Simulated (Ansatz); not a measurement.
InSe under changes of volume

One of the cells (29.237 Å³/atom); the others are scaled copies at fixed shape and fractional positions:

```
In Se
1.0
     2.00000    1.15470    8.44000
    -2.00000    1.15470    8.44000
     0.00000   -2.30940    8.44000
In Se
2 2
Direct
  0.88860 0.88860 0.88860
  0.00000 0.00000 0.00000
  0.17190 0.17190 0.17190
  0.38350 0.38350 0.38350
```

* Program: Ansatz 0.2.0
* Functional: PBEsol
* Dispersion: D3(BJ)
* Potentials or basis: Ansatz PAW
* Cutoff: 420 eV (not typed: the program's choice for these potentials)
* k mesh: 8 × 8 × 8
* Occupations: fermi-dirac, width 0.05 eV
* Spin: no spin polarisation

```csv
volume (Å³/atom),energy over the lowest point (meV/atom),pressure (GPa),gap on the mesh (eV),largest force (eV/Å)
27.483,5.42,2.0,0.51,0.601
28.068,0.50,0.7,0.45,0.464
28.652,0.00,-0.4,0.40,0.374
29.237,?,?,?,?
29.822,10.38,-2.3,0.29,0.210
30.406,20.42,-3.1,0.25,0.212
30.991,33.23,-3.9,0.21,0.337
```

Question: What does the run at 29.237 Å³/atom give?

Answer: Energy over the lowest point 3.44 meV/atom; pressure -1.4 GPa; gap on the mesh 0.34 eV; largest force 0.289 eV/Å.

Worked out: A Birch-Murnaghan fit of order 3 (a polynomial in V^(-2/3)) to the other rows has its minimum at 28.43 Å³/atom with B0 = V·E''(V) = 55 GPa and B' = 4.7 at fixed shape and positions, which overstates the stiffness. It gives 3.44 meV/atom at 29.237 Å³/atom, against the run's 3.44, and -dE/dV = -1.4 GPa, against -1.4. A parabola through the other rows of the gap, of slope -2.51 eV per unit of ln V (its deformation potential) there, gives 0.34 eV, against the run's 0.34.

Energies are extrapolated to zero smearing.

Caveats: spin-orbit coupling is left out, which moves the levels of the heavy elements; the PAW data sets come from PBE, with cores solved anew for the run's functional, which leaves a small shift of forces and pressure.

A mesh can miss the band edges.
